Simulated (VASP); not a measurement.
A run of VASP 6.6.1:

Contents of INCAR:

```
PREC = Accurate
ENCUT = 600
EDIFF = 1E-7
ISMEAR = 0
SIGMA = 0.03
LREAL = False
LASPH = True
NELM = 80
ALGO = Normal
ISIF = 3
LWAVE = False
LCHARG = False
GGA = PS
IBRION = 2
NSW = 90
EDIFFG = -0.005
KPAR = 4
```

File KPOINTS:

```
regular mesh
0
Gamma
  4 8 6
```

Contents of POSCAR:

```
SnS                                     
1.0
   11.0829686222      0.0000000000      0.0000000000
    0.0000000000      3.9844556773     -0.0000000000
    0.0000000000     -0.0000000000      4.2424905216
  Sn              S             
     4     4
Direct
     0.1183073349902884    0.2500000000000000    0.1134200521399538
     0.3816926650097116    0.7500000000000000    0.6134200521399539
     0.6183073349902882    0.2500000000000000    0.3865799478600461
     0.8816926650097118    0.7500000000000000    0.8865799478600461
     0.8534911880868941    0.2500000000000000    0.4730776844877025
     0.6465088119131059    0.7500000000000000    0.9730776844877024
     0.3534911880868938    0.2500000000000000    0.0269223155122975
     0.1465088119131062    0.7500000000000000    0.5269223155122976
```

Potentials or basis: VASP PAW PBE potentials, release 64 (Sn_d, S).

The run is started by

```bash
$ cat potpaw_PBE.64/Sn_d/POTCAR potpaw_PBE.64/S/POTCAR > POTCAR
$ mpirun -np 4 vasp_std > vasp.out
```

Hardware: 4 MPI ranks on Intel(R) Xeon(R) Platinum 8488C (Sapphire Rapids) (shared host).

How long does it take, and how much memory?

Run time: 16 min on 4 MPI ranks on Intel(R) Xeon(R) Platinum 8488C (Sapphire Rapids) (shared host), peak memory 0.66 GiB a rank. Counts: scf iterations 101, k points 60, ion steps 14.
